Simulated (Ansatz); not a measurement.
## SrO: the change of formation energy and pressure with volume per atom

Results calculated with Ansatz 0.2.0, not measured. Plane-wave density functional theory, PAW datasets, Gaussian smearing 0.05 eV: one cell in which all forces lie under 0.002 eV/angstrom; stress (xx yy zz yz xz xy) and pressure positive in compression; site moments are of spin alone; formation energy from the elements run alike, uncorrected.

Cell of the first row (space group F-43m, No. 216):
```
cell vectors (Å)
   0.0000     2.7544     2.7544
   2.7544     0.0000     2.7544
   2.7544     2.7544     0.0000
atoms (fractions of the cell vectors)
Sr  0.00000  0.00000  0.00000
O   0.25000  0.25000  0.25000
```

Settings of every row: paw set soft_2; functional r2SCAN; spin treatment none; moment partition spheres; spin axis none; wave cutoff 500 eV; k mesh 8x8x8; SCF start atoms; lower state search light; symmetry use detected.

Atom first moment, atom hubbard u: 0 on all atoms.

Limits: the cell comes from a prototype or a list of computed structures and needn't be the stable phase.

```
row  volume per atom (Å³)  formation energy (eV per atom)  pressure (GPa)  energy above relaxed cell (meV per atom)
  1                20.898                         -2.7627           2.907                                      7.62
  2                21.333                         -2.7685           1.379                                      1.84
  3                21.768                         -2.7703          -0.001                                         0
  4                21.929                         -2.7701          -0.474                                      0.24
  5                22.049                         -2.7696          -0.818                                      0.72
  6                22.204                         -2.7686          -1.246                                      1.73
  7                22.639                               ?               ?                                         ?
  8                23.292                         -2.7509          -3.859                                     19.44
```

Question: what formation energy and pressure should row 7 give?

Worked fit of formation energy. Take u = (V_r/V)^(2/3) − 1 with V_r = 21.929 Å³ an atom, which is twice the finite (Eulerian) strain; such expansions in the strain, on which the Birch-Murnaghan equation of state is built, carry the rest volume and the bulk modulus. The shown rows have u = 0.03263, 0.01854, 0.00492, 0, -0.00363, -0.00827, -0.0394. Least squares give formation energy = −2.77008 − 0.0969 × u + 9.899 × u² eV per atom; a straight line predicts inner rows, each left out in turn, worse (root mean square 0.0045 against 2e-05 eV per atom). All shown rows lie on it to the printed digit. The withheld row has u = -0.02102, so the fit gives −2.77008 − 0.0969 × (-0.02102) + 9.899 × (-0.02102)² = -2.7637 eV per atom.

The calculation gave -2.7637 eV per atom. The fit meets it to the printed digit.

Worked fit of pressure. Take u = (V_r/V)^(2/3) − 1 with V_r = 21.929 Å³ an atom, which is twice the finite (Eulerian) strain; such expansions in the strain, on which the Birch-Murnaghan equation of state is built, carry the rest volume and the bulk modulus. The shown rows have u = 0.03263, 0.01854, 0.00492, 0, -0.00363, -0.00827, -0.0394. Least squares give pressure = −0.4749 + 95.293 × u + 248.16 × u² + 241 × u³ GPa; a parabola predicts inner rows, each left out in turn, worse (root mean square 0.0025 against 0.001 GPa). The rows lie off it by 0.000, 0.000, -0.001, 0.001, 0.000, 0.000, 0.000. The pressure vanishes at u = 0.0049, or V = 21.77 Å³ an atom, and there the bulk modulus at fixed shape and fractions is B = −V dP/dV = (2/3)(1 + u) dP/du = 65.5 GPa. The withheld row has u = -0.02102, so the fit gives −0.4749 + 95.293 × (-0.02102) + 248.16 × (-0.02102)² + 241 × (-0.02102)³ = -2.371 GPa.

The calculation gave -2.372 GPa. The fit lies 0.001 GPa (0.015 % of the column's range) above it, one unit of the last digit.

The other values of row 7: energy above relaxed cell 6.67 meV per atom.
